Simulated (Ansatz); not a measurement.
MoS2, a slab with vacuum:

```xyz
9
Lattice="3.1840 0.0000 0.0000 -1.5920 2.7574 0.0000 0.0000 0.0000 28.3873" Properties=species:S:1:pos:R:3 pbc="T T T"
Mo    0.0000    1.8383    6.4770
Mo    0.0000    1.8383   21.9103
Mo    1.5920    0.9191    0.0000
S     1.5920    0.9191    4.9250
S     1.5920    0.9191   20.3590
S     0.0000    1.8383   26.8355
S     1.5920    0.9191    8.0283
S     1.5920    0.9191   23.4623
S     0.0000    1.8383    1.5518
```

Base run:

```yaml
Program: Ansatz 0.2.0
Functional: LDA
Potentials_or_basis: Ansatz PAW
Cutoff: 420 eV
Density_cutoff: 1680 eV
k_mesh: 10 × 10 × 1
Occupations: fermi-dirac, width 0.05 eV
Spin: no spin polarisation
```

Its results: band gap on the k mesh 1.28 eV, indirect (least direct gap 1.88 eV); largest force 0.396 eV/Å.

Q: The run is repeated on the same cell with these changes: functional from LDA to HSE06; k mesh from 10 × 10 × 1 to 6 × 6 × 2. What comes out?

A: Band gap on the k mesh 1.66 eV, indirect (least direct gap 2.08 eV); largest force 0.338 eV/Å.

Several settings changed at once, so the effect can't be laid on one alone.

Caveats: the PAW data sets come from PBE, with cores solved anew for the run's functional, which leaves a small shift of forces and pressure; the k mesh misses the band edges, so the gap on the mesh is wider than the one along the path (some runs).

Not every run made on this cell is shown here.
